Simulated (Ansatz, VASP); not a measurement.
**Sc in VASP and in Ansatz**

The input INCAR:

```
SYSTEM = Sc
PREC = Accurate ; ENCUT = 520
EDIFF = 1E-7 ; ISMEAR = -1
SIGMA = 0.05 ; LREAL = .False.
LASPH = .True. ; NELM = 80
ALGO = Normal ; ISIF = 2
LWAVE = .False. ; LCHARG = .False.
GGA = PE ; NBANDS = 18
```

File KPOINTS:

```
Automatic mesh
0
Gamma
  9 9 5
  0 0 0
```

POSCAR

```
Sc
1.0
    3.2642783016      0.0000000000      0.0000000000
   -1.6321391508      2.8269479342      0.0000000000
    0.0000000000      0.0000000000      5.2020304526
Sc
2
Direct
    0.6666666667      0.3333333333      0.7500000000
    0.3333333333      0.6666666667      0.2500000000
```

input.yaml

```yaml
crystal:
  lattice:
    - [3.2642783016, 0.0, 0.0]
    - [-1.6321391508, 2.8269479342, 0.0]
    - [0.0, 0.0, 5.2020304526]
  atoms:
    - { symbol: Sc, position: [0.6666666667, 0.3333333333, 0.75] }
    - { symbol: Sc, position: [0.3333333333, 0.6666666667, 0.25] }
hamiltonian:
  xc: pbe
  pseudopotentials: { kind: paw }
kpoints:
  mp_grid: { grid: [9, 9, 5] }
scf:
  occupations: { method: fermi_dirac, width: 0.05 }
output:
  forces: true
  stress: true
  eigenvalues: true
  write_density: true
  write_potential: true
  elf: true
  volumetric_format: npy
```

Change from the starting cell: volume scaled by 0.96.

Alike in both runs: task single point; functional PBE; k mesh 9 × 9 × 5; occupations fermi-dirac, width 0.05 eV; no spin polarisation.

```csv
,VASP,Ansatz
version,VASP 6.6.1,Ansatz 0.2.0
potentials or method,"VASP PAW PBE potentials, release 64 (Sc_sv)",Ansatz PAW
plane-wave cutoff (eV),520,420
valence electrons in the cell,22,22
```

|  | VASP | Ansatz | Ansatz less VASP |
| --- | --- | --- | --- |
| gap on the k mesh at the Fermi level (eV) | none | none | - |
| pressure (GPa) | 1.6 | 1.6 | -0.03 |
| largest component of the traceless stress (GPa) | 1.14 | 1.14 | +0.004 |

A gap of «none» marks a metal or a gap that the smearing closes. The functional is the same, so the differences come from potentials, cutoffs and numerics.
